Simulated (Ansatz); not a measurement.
## A series in volume scale on TiO₂

All results are calculated (Ansatz 0.2.0). Periodic Kohn-Sham DFT of a crystal at fixed atoms, scaled to volume_scale times the given cell; pressure positive in compression, energy less spherical unpolarised free atoms, largest_vzz the field gradient of largest size among the nuclei.

The cell before it is scaled or strained (space group P4_2/mnm, No. 136):
```
CELL_PARAMETERS angstrom
4.59400 0.00000 0.00000
0.00000 4.59400 0.00000
0.00000 0.00000 2.95900
ATOMIC_POSITIONS crystal
Ti 0.00000 0.00000 0.00000
Ti 0.50000 0.50000 0.50000
O 0.30600 0.30600 0.00000
O 0.19400 0.80600 0.50000
O 0.69400 0.69400 0.00000
O 0.80600 0.19400 0.50000
```

Settings of every row: method all-electron PAW; functional PBE; relativity scalar; k mesh 7x7x10; filling fermi-dirac; smearing width 0.05 eV; nucleus gaussian.

Atom start moment: 0 on all atoms.

| row | volume scale | V (Å³/atom) | pressure (GPa) | largest V_zz (1e21 V/m^2) |
| --- | --- | --- | --- | --- |
| 1 | 0.94 | 9.784 | 22.997 | -2.725 |
| 2 | 0.96 | 9.992 | 16.513 | -2.653 |
| 3 | 0.98 | 10.2 | 10.674 | -2.582 |
| 4 | 0.99 | 10.304 | 7.973 | -2.548 |
| 5 | 1 | 10.408 | 5.408 | -2.514 |
| 6 | 1.01 | 10.512 | ? | ? |
| 7 | 1.02 | 10.616 | 0.661 | -2.449 |
| 8 | 1.04 | 10.825 | -3.619 | 2.432 |
| 9 | 1.06 | 11.033 | -7.477 | 2.513 |

Question: what pressure should row 6 give?

Worked fit of pressure. Take u = (V_r/V)^(2/3) − 1 with V_r = 10.356 Å³ an atom, which is twice the finite (Eulerian) strain; such expansions in the strain, on which the Birch-Murnaghan equation of state is built, carry the rest volume and the bulk modulus. The shown rows have u = 0.0386, 0.02414, 0.01017, 0.00336, -0.00333, -0.01639, -0.0291, -0.04134. Least squares give pressure = 6.6739 + 383.685 × u + 1008.98 × u² GPa; a straight line predicts inner rows, each left out in turn, worse (root mean square 0.52 against 0.013 GPa). The rows lie off it by 0.010, -0.011, -0.006, -0.001, 0.001, 0.005, 0.018, -0.014 (root mean square 0.01 GPa). The pressure vanishes at u = -0.0183, or V = 10.65 Å³ an atom, and there the bulk modulus at fixed shape and fractions is B = −V dP/dV = (2/3)(1 + u) dP/du = 227 GPa. Letting shape and atoms relax would as a rule lower it, by much in layered, chain or molecular crystals. The withheld row has u = -0.00992, so the fit gives 6.6739 + 383.685 × (-0.00992) + 1008.98 × (-0.00992)² = 2.967 GPa.

The calculation gave 2.973 GPa. The fit lies 0.006 GPa (0.02 % of the column's range) below it; its largest miss of a shown row is 0.018 GPa.

The other values of row 6: largest V_zz -2.481 1e21 V/m^2.
